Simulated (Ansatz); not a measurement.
**Lattice vibrations of BN at Γ at 9 GPa**

Level of theory: DFT PBEsol, scalar-relativistic, plane waves, PAW in Ansatz 0.2.0. Settings: 420 eV plane-wave cutoff, Γ-centred 12×12×12 mesh, fixed occupations. No spin polarisation. Phonons by linear response, acoustic sum rule imposed.

The cell, relaxed at 9 GPa:
```yaml
crystal:
  lattice:
    - [0.00000, 1.78944, 1.78944]
    - [1.78944, 0.00000, 1.78944]
    - [1.78944, 1.78944, 0.00000]
  atoms:
    - { symbol: B, position: [0.00000, 0.00000, 0.00000] }
    - { symbol: N, position: [0.75000, 0.75000, 0.75000] }
```

Question: Is this structure stable against zone-centre distortions?

Answer: Yes, at Γ: no optical mode is imaginary. Strains and other wave vectors aren't tested by this run.

Question: List the optical modes at Γ without the LO field (i marks imaginary ones).

Answer:
| frequency (THz) | degeneracy | IR intensity of the level ((D/Å)²/amu) |
| --- | --- | --- |
| 32.25 | 3 | 40.58 |

Cost: 1 run of about 0.17 core-minutes, on Arm Neoverse V2 (shared hosts).